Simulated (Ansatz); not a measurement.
# Si (bcc type): the cost of one run

Program: Ansatz 0.2.0. Level of theory: DFT, PBEsol, PAW with Ansatz's default frozen-core files, scalar-relativistic. These are calculated values, not measurements.

## 1. The system as given

Symmetry: Im-3m, No. 229, cubic system. The conventional cell has a = 3.175 Å, b = 3.175 Å, c = 3.175 Å, α = 90.00°, β = 90.00°, γ = 90.00°. Si (site symmetry m-3m) has 8 Si at 2.75 Å in its first shell of neighbours.

As a file:

```xyz
1
Lattice="-1.5874 1.5874 1.5874 1.5874 -1.5874 1.5874 1.5874 1.5874 -1.5874" Properties=species:S:1:pos:R:3 pbc="T T T"
Si    0.0000    0.0000    0.0000
```

Whether this phase is the stable one at these pressures isn't tested.

## 2. Cell relaxed at zero pressure, PAW

Contents of input.yaml:

```yaml
crystal:
  lattice:
    - [-1.587401052, 1.587401052, 1.587401052]
    - [1.587401052, -1.587401052, 1.587401052]
    - [1.587401052, 1.587401052, -1.587401052]
  atoms:
    - { symbol: Si, position: [0.0, 0.0, 0.0] }
kpoints:
  mp_grid: { grid: [19, 19, 19] }
scf:
  occupations: { method: fermi_dirac, width: 0.1 }
hamiltonian:
  xc: pbesol
  pseudopotentials: { kind: paw }
output:
  forces: true
  stress: true
relax:
  f_tol: 0.005
  max_steps: 40
  cell: {}
```

Run with:

```sh
> ansatz run input.yaml --threads 1 --pin off --max-ram 2048MiB --backend cpu --events-out ev --progress --plain --runs-dir out
```

**Question.** How long does this run take on 1 thread of Arm Neoverse V1, shared host, and how much memory does it need?

About 5.7 s, with a peak of 0.29 GiB.
